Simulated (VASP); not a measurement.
ZrSi2, 6 atoms in the cell. It takes space group Cmcm (No. 63, orthorhombic). The conventional cell has a = 3.706 Å, b = 14.735 Å, c = 3.672 Å, α = 90.00°, β = 90.00°, γ = 90.00°. Zr (site symmetry m2m) is surrounded by 10 Si at 2.72 to 2.97 Å. Around Si (site symmetry m2m) lie 4 Si at 2.61 Å and 4 Zr at 2.81 to 2.83 Å. Si (site symmetry m2m) has 2 Si at 2.40 Å and 4 Zr at 2.72 Å as nearest neighbours. 

- Program: VASP 6.6.1
- Task: single point
- Functional: PBE
- Potentials or basis: VASP PAW PBE potentials, release 54 (Zr_sv, Si)
- Cutoff: 520 eV
- k mesh: 7 × 7 × 7
- Occupations: gaussian, width 0.05 eV
- Spin: no spin polarisation
- Further INCAR settings: ALGO = Fast; EDIFF = 1.00e-06

Potentials or basis: VASP PAW PBE potentials, release 54 (Zr_sv, Si).

The run is started by

```console
$ python run.py
```

Hardware: 1 thread of Intel(R) Xeon(R) Platinum 8488C (Sapphire Rapids) (shared host).

Estimate the wall time of this run.

Wall time 4.6 min on 1 thread of Intel(R) Xeon(R) Platinum 8488C (Sapphire Rapids) (shared host), peak memory 0.38 GiB. Counts: scf iterations 22, k points 64.
